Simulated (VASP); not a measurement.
# Cu (Fm-3m) in VASP: density of states with PBEsol

Aim: the density of states of Cu with PBEsol.

Everything below comes from runs of VASP 6.6.1. Logs are shortened: lines on timing, memory, paths and dates and some standing lists are left out, and cuts for length are marked.

### 1 The structure

It takes space group Fm-3m (No. 225, cubic). Conventional cell: a = 3.568 Å, b = 3.568 Å, c = 3.568 Å, α = 90.00°, β = 90.00°, γ = 90.00°. Cu (site symmetry m-3m) is surrounded by 12 Cu at 2.52 Å.

### 2 Density of states, PBEsol

Contents of POSCAR:

```
Cu                                      
1.0
    0.0000000000      1.7842193524      1.7842193524
    1.7842193524     -0.0000000000      1.7842193524
    1.7842193524      1.7842193524     -0.0000000000
  Cu            
     1
Direct
     0.0000000000000000    0.0000000000000000    0.0000000000000000
```

Contents of INCAR.step1:

```
PREC = Accurate ; ENCUT = 520
EDIFF = 1E-7 ; ISMEAR = 0
SIGMA = 0.1 ; LREAL = False
LASPH = True ; NELM = 80
ALGO = Fast ; ISIF = 2
LWAVE = False ; LCHARG = True
LMAXMIX = 4 ; GGA = PS
```

Contents of KPOINTS.step1:

```
Automatic mesh
0
Gamma
  20 20 20
```

Contents of INCAR.step2:

```
PREC = Accurate ; ENCUT = 520
EDIFF = 1E-7 ; ISMEAR = -5
SIGMA = 0.1 ; LREAL = False
LASPH = True ; NELM = 80
ALGO = Fast ; ISIF = 2
LWAVE = False ; LCHARG = False
LMAXMIX = 4 ; GGA = PS
LORBIT = 11 ; NEDOS = 2001
ICHARG = 11
```

Contents of KPOINTS.step2:

```
Automatic mesh
0
Gamma
  30 30 30
```

Potentials or basis: VASP PAW PBE potentials, release 64 (Cu).

Run with:

```console
> cat potpaw_PBE.64/Cu/POTCAR > POTCAR
> cp INCAR.step1 INCAR
> cp KPOINTS.step1 KPOINTS
> mpirun -np 1 vasp_std > vasp.out
> cp INCAR.step2 INCAR
> cp KPOINTS.step2 KPOINTS
> mpirun -np 1 vasp_std > vasp.out
```

OUTCAR:

```text
PREC = Accurate
   ENCUT = 520
   EDIFF = 1E-7
   ISMEAR = -5
   LREAL = False
   LASPH = True
   NELM = 80
   ISIF = 2
   GGA = PS
   LORBIT = 11
   ICHARG = 11

 ion  position               nearest neighbor table
   1  0.000  0.000  0.000-

  LATTYP: Found a face centered cubic cell.
 ALAT       =     3.5684387048

  Lattice vectors:

 A1 = (   0.0000000000,   1.7842193524,   1.7842193524)
 A2 = (   1.7842193524,   0.0000000000,   1.7842193524)
 A3 = (   1.7842193524,   1.7842193524,   0.0000000000)

Analysis of symmetry for initial positions (statically):
=====================================================================
 Subroutine PRICEL returns:
 Original cell was already a primitive cell.

 Routine SETGRP: Setting up the symmetry group for a
 face centered cubic supercell.

 Subroutine GETGRP returns: Found 48 space group operations
 (whereof 48 operations were pure point group operations)
 out of a pool of 48 trial point group operations.

The static configuration has the point symmetry O_h .

Analysis of symmetry for dynamics (positions and initial velocities):
=====================================================================
 Subroutine PRICEL returns:
 Original cell was already a primitive cell.

 Routine SETGRP: Setting up the symmetry group for a
 face centered cubic supercell.

 Subroutine GETGRP returns: Found 48 space group operations
 (whereof 48 operations were pure point group operations)
 out of a pool of 48 trial point group operations.

The dynamic configuration has the point symmetry O_h .

 Subroutine INISYM returns: Found 48 space group operations
 (whereof 48 operations are pure point group operations),
 and found     1 'primitive' translations

----------------------------------------------------------------------------------------

                                     Primitive cell

  volume of cell :      11.3599

  direct lattice vectors                    reciprocal lattice vectors
     0.000000000  1.784219352  1.784219352    -0.280234602  0.280234602  0.280234602
     1.784219352  0.000000000  1.784219352     0.280234602 -0.280234602  0.280234602
     1.784219352  1.784219352  0.000000000     0.280234602  0.280234602 -0.280234602

  length of vectors
     2.523267206  2.523267206  2.523267206     0.485380569  0.485380569  0.485380569

  position of ions in fractional coordinates (direct lattice)
     0.000000000  0.000000000  0.000000000

  ion indices of the primitive-cell ions
   primitive index   ion index
                 1           1

----------------------------------------------------------------------------------------

 KPOINTS: Automatic mesh

Automatic generation of k-mesh.
 Grid dimensions read from file:
 generate k-points for:   30   30   30

 Generating k-lattice:

  Cartesian coordinates                     Fractional coordinates (reciprocal lattice)
    -0.009341153  0.009341153  0.009341153     0.033333333  0.000000000  0.000000000
     0.009341153 -0.009341153  0.009341153     0.000000000  0.033333333  0.000000000
     0.009341153  0.009341153 -0.009341153     0.000000000  0.000000000  0.033333333

  Length of vectors
     0.016179352  0.016179352  0.016179352

  Shift w.r.t. Gamma in fractional coordinates (k-lattice)
     0.000000000  0.000000000  0.000000000

 TETIRR: Found   3593 inequivalent tetrahedra from   162000

 Subroutine IBZKPT returns following result:
 ===========================================

 Found    752 irreducible k-points:

 Following reciprocal coordinates:
            Coordinates               Weight
  0.000000  0.000000  0.000000      1.000000
  0.033333  0.000000  0.000000      8.000000
  0.066667  0.000000  0.000000      8.000000
  0.100000  0.000000  0.000000      8.000000
  0.133333  0.000000  0.000000      8.000000
  0.166667  0.000000  0.000000      8.000000
[... 16 lines left out ...]
  0.233333  0.033333  0.000000     24.000000
  0.266667  0.033333  0.000000     24.000000
 [... further k-points ...]
   k-points           NKPTS =    752   k-points in BZ     NKDIM =    752   number of bands    NBANDS=      9
   number of dos      NEDOS =   2001   number of ions     NIONS =      1
   total plane-waves  NPLWV =   8000
   dimension x,y,z NGX =    20 NGY =   20 NGZ =   20
   dimension x,y,z NGXF=    40 NGYF=   40 NGZF=   40
   ions per type =               1
   NGX,Y,Z   is equivalent  to a cutoff of  13.18, 13.18, 13.18 a.u.
   NGXF,Y,Z  is equivalent  to a cutoff of  26.35, 26.35, 26.35 a.u.
 SYSTEM =  unknown system
   PREC   = accura    normal or accurate (medium, high low for compatibility)
   ISTART =      0    job   : 0-new  1-cont  2-samecut
   ICHARG =     11    charge: 1-file 2-atom 10-const
   ISPIN  =      1    spin polarized calculation?
   LNONCOLLINEAR =      F non collinear calculations
   LSORBIT =      F    spin-orbit coupling
   LASPH  =      T    aspherical Exc in radial PAW
   ENCUT  =  520.0 eV  38.22 Ry    6.18 a.u.   4.69  4.69  4.69*2*pi/ulx,y,z
   NELM   =     80;   NELMIN=  2; NELMDL=  0     # of ELM steps
   EDIFF  = 0.1E-06   stopping-criterion for ELM
   LREAL  =      F    real-space projection
   EDIFFG = 0.1E-05   stopping-criterion for IOM
   NSW    =      0    number of steps for IOM
   IBRION =     -1    ionic relax: 0-MD 1-quasi-New 2-CG
   NFREE  =      0    steps in history (QN), initial steepest desc. (CG)
   ISIF   =      2    stress and relaxation
   ISYM   =      2    0-nonsym 1-usesym 2-fastsym
   POTIM  = 0.5000    time-step for ionic-motion
   TEBEG  =    0.0;   TEEND  =   0.0 temperature during run
   PSTRESS=    0.0 pullay stress
   NELECT =      11.0000    total number of electrons
   NUPDOWN=      -1.0000    fix difference up-down
   EMIN   =  10.00;   EMAX   =-10.00  energy-range for DOS
   EFERMI =   0.00;   METHOD = LEGACY
   ISMEAR =    -5;   SIGMA  =   0.10  broadening in eV -4-tet -1-fermi 0-gaus
   EFERMI_NEDOS =   21; number of points for ismear=-14 and -15
   IALGO  =     68    algorithm
   IMIX   =      4    mixing-type and parameters
     AMIX     =   0.40;   BMIX     =  1.00
     AMIX_MAG =   1.60;   BMIX_MAG =  1.00
  volume/ion in A,a.u.               =      11.36        76.66
  Fermi-wavevector in a.u.,A,eV,Ry     =   1.619624  3.060645 35.690547  2.623181
  Thomas-Fermi vector in A             =   2.713695
   LORBIT       =     11    0 simple, 1 ext, 2 COOP (PROOUT), +10 PAW based schemes
   GGA     = PS    functional components
   LHFCALC =     F    Hartree Fock is set to
   AEXX    =    0.0000 exact exchange contribution
   IVDW    =     0    specifies the selected vdW correction
   LEPSILON=     F    determine dielectric tensor
   LRPA    =     F    only Hartree local field effects (RPA)
 non-spin polarized calculation
 RMM-DIIS sequential band-by-band and
 Fermi weights with tetrahedron method with Bloechl corrections
  energy-cutoff  :      520.00
  volume of cell :       11.36
 maximum number of plane-waves:       331

 number of electron      11.0000013 magnetization

 Free energy of the ion-electron system (eV)
  ---------------------------------------------------
  ext. energy  EPLUGINS =         0.00000000
  ---------------------------------------------------
  free energy    TOTEN  =        -4.30860008 eV

  energy without entropy =       -4.30860008  energy(sigma->0) =       -4.30860008

 E-fermi :   7.9136     XC(G=0): -13.1363

 val. band max:        7.8803275476   @ k =   0.4667   0.3333   0.0333
 cond. band min:       7.9088319660   @ k =   0.5000   0.2667   0.1000
 fundamental gap:      0.0285044184
 Fermi energy:         7.9136475593

 k-point     1 :       0.0000    0.0000    0.0000
  band No.  band energies     occupation
      1      -1.7995      2.00000
      2       4.7431      2.00000
      3       4.7431      2.00000
      4       4.7431      2.00000
      5       5.6269      2.00000
      6       5.6269      2.00000
      7      30.7840      0.00000
      8      33.7024      0.00000
      9      33.7024      0.00000

 k-point     2 :       0.0333    0.0000    0.0000
  band No.  band energies     occupation
      1      -1.7578      2.00000
      2       4.7337      2.00000
      3       4.7515      2.00000
      4       4.7515      2.00000
      5       5.6235      2.00000
      6       5.6235      2.00000
      7      30.6101      0.00000
      8      32.9389      0.00000
      9      33.5522      0.00000

 k-point     3 :       0.0667    0.0000    0.0000
  band No.  band energies     occupation
      1      -1.6331      2.00000
      2       4.7063      2.00000
      3       4.7754      2.00000
      4       4.7754      2.00000
      5       5.6141      2.00000
      6       5.6141      2.00000
      7      29.8323      0.00000
      8      32.0211      0.00000
      9      33.2034      0.00000

 k-point     4 :       0.1000    0.0000    0.0000
  band No.  band energies     occupation
      1      -1.4269      2.00000
      2       4.6638      2.00000
      3       4.8114      2.00000
      4       4.8114      2.00000
      5       5.6023      2.00000
      6       5.6023      2.00000
      7      28.3681      0.00000
      8      31.6412      0.00000
      9      32.7930      0.00000
[... 205 lines left out ...]
 k-point    22 :       0.2000    0.0333    0.0000
  band No.  band energies     occupation
      1      -0.4719      2.00000
      2       4.5028      2.00000
      3       4.9167      2.00000
      4       4.9203      2.00000
      5       5.5534      2.00000
      6       5.6713      2.00000
      7      23.7697      0.00000
      8      30.6747      0.00000
      9      30.7203      0.00000

 k-point    23 :       0.2333    0.0333    0.0000
  band No.  band energies     occupation
      1      -0.0090      2.00000
      2       4.4615      2.00000
      3       4.9229      2.00000
      4       4.9300      2.00000
      5       5.5980      2.00000
      6       5.7196      2.00000
      7      22.0552      0.00000
      8      30.4015      0.00000
      9      30.4349      0.00000

 k-point    24 :       0.2667    0.0333    0.0000
  band No.  band energies     occupation
      1       0.4976      2.00000
      2       4.4490      2.00000
      3       4.9060      2.00000
      4       4.9200      2.00000
      5       5.6745      2.00000
      6       5.7897      2.00000
      7      20.3893      0.00000
      8      30.1412      0.00000
      9      30.1918      0.00000

 [... further k-points ...]

------------------------ aborting loop because EDIFF is reached ----------------------------------------

  FORCE on cell =-STRESS in cart. coord.  units (eV):
  Direction    XX          YY          ZZ          XY          YZ          ZX
  --------------------------------------------------------------------------------------
  -------------------------------------------------------------------------------------
  Total       -0.0980645     -0.0980645     -0.0980645      0.0000000      0.0000000      0.0000000
  in kB      -13.8308141    -13.8308141    -13.8308141      0.0000000      0.0000000      0.0000000
  external PRESSURE =     -13.8308141 kB  Pullay stress =       0.0000000 kB

 VOLUME and BASIS-vectors are now :
 -----------------------------------------------------------------------------
  energy-cutoff  :      520.00
  volume of cell :       11.36
      direct lattice vectors                 reciprocal lattice vectors
     0.000000000  1.784219352  1.784219352    -0.280234602  0.280234602  0.280234602
     1.784219352  0.000000000  1.784219352     0.280234602 -0.280234602  0.280234602
     1.784219352  1.784219352  0.000000000     0.280234602  0.280234602 -0.280234602

 POSITION                                       TOTAL-FORCE (eV/Angst)
 -----------------------------------------------------------------------------------
      0.00000      0.00000      0.00000         0.000000      0.000000      0.000000
 -----------------------------------------------------------------------------------
    total drift:                                0.000000      0.000000      0.000000

  FREE ENERGIE OF THE ION-ELECTRON SYSTEM (eV)
  ---------------------------------------------------
  free  energy   TOTEN  =        -4.3086000849 eV

  energy  without entropy=       -4.3086000849  energy(sigma->0) =       -4.30860008

 total charge

# of ion       s       p       d       tot
------------------------------------------
    1        0.464   0.415   9.170  10.049
```

Run time: 34 s. Hardware: 1 thread of Intel Xeon 6975P-C (Granite Rapids), shared host; peak memory 0.2 GiB.

Results:

| Property | Result |
| --- | --- |
| Valence electrons inside the program's atomic spheres | Cu 10.05 |

Levels at points of the mesh, in eV from the Fermi level:
```
           k point  band 4  band 5  band 6  band 7  band 8  band 9
(0.00, 0.00, 0.00)   -3.17   -2.29   -2.29   22.87   25.79   25.79
(0.50, 0.00, 0.00)   -1.68   -1.68   -1.18    3.91   21.34   22.60
(0.50, 0.50, 0.00)   -1.53   -1.53    1.40    7.35   13.31   13.31
```

States per cell in windows of 0.5 eV (zero at the Fermi level; states under -8 eV left out):
```csv
from (eV),total,Cu1_d,Cu1_p,Cu1_s
-8.0,0.06,0.00,0.01,0.03
-7.5,0.07,0.00,0.01,0.03
-7.0,0.09,0.01,0.01,0.04
-6.5,0.11,0.02,0.02,0.04
-6.0,0.15,0.04,0.02,0.05
-5.5,0.40,0.22,0.03,0.07
-5.0,0.63,0.44,0.03,0.05
-4.5,1.07,0.89,0.04,0.02
-4.0,1.17,1.01,0.05,0.00
-3.5,1.64,1.45,0.06,0.01
-3.0,1.56,1.44,0.04,0.01
-2.5,1.67,1.60,0.02,0.01
-2.0,1.76,1.72,0.01,0.01
-1.5,0.20,0.16,0.02,0.01
-1.0,0.16,0.10,0.02,0.01
-0.5,0.16,0.09,0.03,0.01
0.0,0.15,0.07,0.03,0.01
0.5,0.13,0.05,0.03,0.01
1.0,0.13,0.05,0.04,0.01
1.5,0.12,0.04,0.04,0.01
2.0,0.12,0.03,0.04,0.01
2.5,0.10,0.03,0.04,0.01
3.0,0.08,0.02,0.03,0.01
3.5,0.07,0.02,0.03,0.01
4.0,0.14,0.04,0.03,0.04
4.5,0.13,0.04,0.03,0.04
5.0,0.15,0.04,0.04,0.04
5.5,0.13,0.03,0.04,0.03
6.0,0.13,0.03,0.04,0.02
6.5,0.12,0.03,0.04,0.02
7.0,0.11,0.03,0.03,0.02
7.5,0.16,0.04,0.04,0.03
```

Caveat: the PAW data sets were made with another functional, which shifts forces and pressure a little; tetrahedron occupations give inexact forces and stress in metals.
